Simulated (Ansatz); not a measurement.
# Rh: the cost of one run

Method: DFT PBEsol, scalar-relativistic, plane waves, PAW, in Ansatz 0.2.0.

This is Rh in the hcp structure; at room conditions it is fcc.

2 further runs of the same task are left out: 2 set aside as unsound or not needed.

### 1 The system as given

Symmetry: P6_3/mmc, No. 194, hexagonal system. The conventional cell has a = 2.689 Å, b = 2.689 Å, c = 4.329 Å, α = 90.00°, β = 90.00°, γ = 120.00°. Rh (site symmetry -6m2) is surrounded by 12 Rh at 2.66 to 2.69 Å.

As a file:

```
Rh
1.0
     2.68874    0.00000    0.00000
    -1.34437    2.32851    0.00000
     0.00000    0.00000    4.32902
Rh
2
Direct
  0.66667 0.33333 0.75000
  0.33333 0.66667 0.25000
```

It goes back to an entry of the Materials Project, which need not be the stable form.

It is the result of an earlier relaxation at this level (volume 13.55 Å³/atom; gap on the mesh: none (metal)).

### 2 Bands, states and charges

input.yaml reads:

```yaml
crystal:
  lattice:
    - [2.6887360847, 0.0, 0.0]
    - [-1.3443680423, 2.3285137534, 0.0]
    - [0.0, 0.0, 4.329020244]
  atoms:
    - { symbol: Rh, position: [0.6666666667, 0.3333333333, 0.75] }
    - { symbol: Rh, position: [0.3333333333, 0.6666666667, 0.25] }
basis:
  ecutwfc: 420
kpoints:
  mp_grid: { grid: [18, 18, 10] }
  band_path:
    path:
      - [[0.0, 0.0, 0.0], [0.5, 0.0, 0.0], [0.33333333, 0.33333333, 0.0], [0.0, 0.0, 0.0], [0.0, 0.0, 0.5], [0.5, 0.0, 0.5], [0.33333333, 0.33333333, 0.5], [0.0, 0.0, 0.5]]
      - [[0.5, 0.0, 0.5], [0.5, 0.0, 0.0]]
      - [[0.33333333, 0.33333333, 0.5], [0.33333333, 0.33333333, 0.0]]
    npoints: 14
hamiltonian:
  xc: pbesol
scf:
  occupations: { method: gaussian, width: 0.1 }
  n_extra_bands: 6
output:
  forces: true
  stress: true
  eigenvalues: true
  populations: true
  dos: { projected: true, de: 0.02, nscf_kmesh: { grid: [27, 27, 15] } }
  bader: true
```

Launch:

```sh
$ ansatz run input.yaml --threads 1 --pin off --max-ram 2560MiB --backend cpu --events-out ev --progress --plain --runs-dir out
```

What time and memory should one allow on 1 thread of Arm Neoverse V2, shared host?

About 28 s, with a peak of 0.44 GiB.
